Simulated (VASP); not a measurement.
Here is a VASP 6.6.1 calculation.

File POSCAR:

```
MnF2
1.0
    4.8738000000      0.0000000000      0.0000000000
    0.0000000000      4.8738000000      0.0000000000
    0.0000000000      0.0000000000      3.3107000000
Mn F
2 4
Direct
    0.5000000000      0.5000000000      0.5000000000
    0.0000000000      0.0000000000      0.0000000000
    0.8053000000      0.1947000000      0.5000000000
    0.6947000000      0.6947000000      0.0000000000
    0.1947000000      0.8053000000      0.5000000000
    0.3053000000      0.3053000000      0.0000000000
```

The input INCAR.step1:

```
PREC = Accurate
ENCUT = 520
EDIFF = 1E-6
ISMEAR = -1
SIGMA = 0.05
LREAL = F
LASPH = T
NELM = 150
ALGO = Normal
ISIF = 2
LWAVE = F
LCHARG = T
ISPIN = 2
MAGMOM = 4 4 0 0 0 0
LORBIT = 11
LMAXMIX = 4
GGA = PE
```

KPOINTS.step1

```
Automatic mesh
0
Gamma
  6 6 8
```

INCAR.step2

```
PREC = Accurate
ENCUT = 520
EDIFF = 1E-6
ISMEAR = 0
SIGMA = 0.05
LREAL = F
LASPH = T
NELM = 150
ALGO = Normal
ISIF = 2
LWAVE = F
LCHARG = F
ISPIN = 2
MAGMOM = 4 4 0 0 0 0
LORBIT = 11
LMAXMIX = 4
GGA = PE
ICHARG = 11
```

File KPOINTS.step2:

```
path GXMGZRAZ,XR,MA
10
line-mode
reciprocal
 0.0000000000  0.0000000000  0.0000000000  G
 0.0000000000  0.5000000000  0.0000000000  X

 0.0000000000  0.5000000000  0.0000000000  X
 0.5000000000  0.5000000000  0.0000000000  M

 0.5000000000  0.5000000000  0.0000000000  M
 0.0000000000  0.0000000000  0.0000000000  G

 0.0000000000  0.0000000000  0.0000000000  G
 0.0000000000  0.0000000000  0.5000000000  Z

 0.0000000000  0.0000000000  0.5000000000  Z
 0.0000000000  0.5000000000  0.5000000000  R

 0.0000000000  0.5000000000  0.5000000000  R
 0.5000000000  0.5000000000  0.5000000000  A

 0.5000000000  0.5000000000  0.5000000000  A
 0.0000000000  0.0000000000  0.5000000000  Z

 0.0000000000  0.5000000000  0.0000000000  X
 0.0000000000  0.5000000000  0.5000000000  R

 0.5000000000  0.5000000000  0.0000000000  M
 0.5000000000  0.5000000000  0.5000000000  A
```

Potentials or basis: VASP PAW PBE potentials, release 64 (Mn_pv, F).

Command:

```console
$ cat potpaw_PBE.64/Mn_pv/POTCAR potpaw_PBE.64/F/POTCAR > POTCAR
$ cp INCAR.step1 INCAR
$ cp KPOINTS.step1 KPOINTS
$ mpirun -np 1 vasp_std > vasp.out
$ cp INCAR.step2 INCAR
$ cp KPOINTS.step2 KPOINTS
$ mpirun -np 1 vasp_std > vasp.out
```

(1) What does it give for the band gap along the path?

(2) Estimate the band gap on the k mesh.

(3) Predict the net moment.

Answers

(1) 1.12 eV, direct.

(2) 1.12 eV, direct.

(3) 10.00 μB per cell.

Caveat: the log is that of the step along the path at fixed density, whose energy, stress, charges and moments have no meaning; only a ferromagnetic start was run, and an antiferromagnetic order may lie lower in energy.
